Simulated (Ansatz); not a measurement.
Crystal: InSe.

```xyz
4
Lattice="2.0000 1.1547 8.4400 -2.0000 1.1547 8.4400 0.0000 -2.3094 8.4400" Properties=species:S:1:pos:R:3 pbc="T T T"
In    0.0000    0.0000   22.4994
In    0.0000    0.0000    0.0000
Se    0.0000    0.0000    4.3525
Se    0.0000    0.0000    9.7102
```

```yaml
Program: Ansatz 0.2.0
Task: relaxation of cell and atoms
Functional: PBEsol
Dispersion: D3(BJ)
Potentials_or_basis: Ansatz PAW
Cutoff: "420 eV (not typed: the program's choice for these potentials)"
k_mesh: 8 × 8 × 8
Occupations: fermi-dirac, width 0.05 eV
Spin: no spin polarisation
```

At the start: volume 29.24 Å³/atom.

Problem. How do energy, volume and symmetry change on relaxing?

Solution. It ends after 6 steps and the volume is 27.38 Å³/atom (-6.3 %); space group R3m (No. 160, to 0.05 Å).

The path:
```tsv
step	energy change (eV)	largest force (eV/Å)	volume (Å³)
1	0.0000	0.2895	116.95
2	-0.0417	0.0816	111.79
3	-0.0486	0.0728	108.60
4	-0.0500	0.0208	109.32
5	-0.0500	0.0007	109.54
6	-0.0487	0.0006	109.54
```

Final structure:
```yaml
crystal:
  lattice:
    - [1.98061, 1.14350, 8.06061]
    - [-1.98061, 1.14350, 8.06061]
    - [0.00000, -2.28701, 8.06061]
  atoms:
    - { symbol: In, position: [0.88747, 0.88747, 0.88747] }
    - { symbol: In, position: [0.00115, 0.00115, 0.00115] }
    - { symbol: Se, position: [0.16759, 0.16759, 0.16759] }
    - { symbol: Se, position: [0.38779, 0.38779, 0.38779] }
```

Caveat: the plane-wave basis is chosen anew once the cell has moved, so the energies of steps on either side of that aren't comparable; the PAW data sets come from PBE, with cores solved anew for the run's functional, which leaves a small shift of forces and pressure.
